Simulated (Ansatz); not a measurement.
# InP: the cost of one run

Method: DFT PBEsol, scalar-relativistic, plane waves, PAW, in Ansatz 0.2.0.

The COD entry's cell or inner coordinates are ideal or old and differ from later refinements, so a difference from it is no clean test against experiment.

5 further runs of the same task are left out: 5 set aside as unsound or not needed.

## 1. Starting point

The structure is cubic, space group F-43m (No. 216). The conventional cell has a = 5.878 Å, b = 5.878 Å, c = 5.878 Å, α = 90.00°, β = 90.00°, γ = 90.00°. Around In (site symmetry -43m) lie 4 P at 2.55 Å. P (site symmetry -43m) has 4 In at 2.55 Å in its first shell of neighbours.

As a file:

```xyz
2
Lattice="0.0000 2.9391 2.9391 2.9391 0.0000 2.9391 2.9391 2.9391 0.0000" Properties=species:S:1:pos:R:3 pbc="T T T"
In    0.0000    0.0000    0.0000
P     4.4086    4.4086    4.4086
```

It is the result of an earlier relaxation at this level (volume 25.39 Å³/atom; gap on the mesh: 0.57 eV).

The bulk reference comes from a run made before at the same settings: -3132.9335 eV/atom.

## 2. The (211) slab

Planes are indexed in the bulk's conventional cell (F-43m (No. 216)), a = 5.878 Å, b = 5.878 Å, c = 5.878 Å, α = 90.00°, β = 90.00°, γ = 90.00°.

The slab is a (211) slab, 10.8 Å thick as cut, with 15 Å of vacuum; its outer planes are InP (top) and InP (bottom).

The slab as cut. Its planes from the bottom up:

| plane | atoms per cell | height over the lowest (Å) |
| --- | --- | --- |
| 1 | InP | 0.00 |
| 2 | InP | 1.20 |
| 3 | InP | 2.40 |
| 4 | InP | 3.60 |
| 5 | InP | 4.80 |
| 6 | InP | 6.00 |
| 7 | InP | 7.20 |
| 8 | InP | 8.40 |
| 9 | InP | 9.60 |
| 10 | InP | 10.80 |

## 3. Single point on the unrelaxed (211) slab

A dipole layer in the vacuum cancels the field that periodic copies would set up if the slab's two faces differ.

Contents of input.yaml:

```yaml
crystal:
  lattice:
    - [4.1565024026, 0.0, 0.0]
    - [0.0, 10.181310001, 0.0]
    - [0.0, 0.0, 25.7989100146]
  atoms:
    - { symbol: In, position: [0.5, 0.6666666667, 0.2907099562] }
    - { symbol: P, position: [0.5, 0.4166666667, 0.2907099562] }
    - { symbol: In, position: [0.0, 0.3333333333, 0.3372188548] }
    - { symbol: P, position: [0.0, 0.0833333333, 0.3372188548] }
    - { symbol: In, position: [0.5, 0.0, 0.3837277534] }
    - { symbol: P, position: [0.5, 0.75, 0.3837277534] }
    - { symbol: In, position: [0.0, 0.6666666667, 0.4302366521] }
    - { symbol: P, position: [0.0, 0.4166666667, 0.4302366521] }
    - { symbol: In, position: [0.5, 0.3333333333, 0.4767455507] }
    - { symbol: P, position: [0.5, 0.0833333333, 0.4767455507] }
    - { symbol: In, position: [0.0, 0.0, 0.5232544493] }
    - { symbol: P, position: [0.0, 0.75, 0.5232544493] }
    - { symbol: In, position: [0.5, 0.6666666667, 0.5697633479] }
    - { symbol: P, position: [0.5, 0.4166666667, 0.5697633479] }
    - { symbol: In, position: [0.0, 0.3333333333, 0.6162722466] }
    - { symbol: P, position: [0.0, 0.0833333333, 0.6162722466] }
    - { symbol: In, position: [0.5, 0.0, 0.6627811452] }
    - { symbol: P, position: [0.5, 0.75, 0.6627811452] }
    - { symbol: In, position: [0.0, 0.6666666667, 0.7092900438] }
    - { symbol: P, position: [0.0, 0.4166666667, 0.7092900438] }
basis:
  ecutwfc: 420
kpoints:
  mp_grid: { grid: [8, 4, 1] }
hamiltonian:
  xc: pbesol
scf:
  occupations: { method: gaussian, width: 0.05 }
output:
  forces: true
  stress: true
  eigenvalues: true
  write_density: true
  write_potential: true
  elf: true
  volumetric_format: npy
efield:
  axis: 3
  dipole_correction: true
  ramp_width: 0.04
```

Launch:

```bash
ansatz run input.yaml --threads 2 --pin off --max-ram 5120MiB --backend cpu --events-out ev --progress --plain --runs-dir out
```

What time and memory should one allow on 2 threads of Intel Xeon 6975P-C (Granite Rapids), shared host?

About 88 s, with a peak of 2.4 GiB.
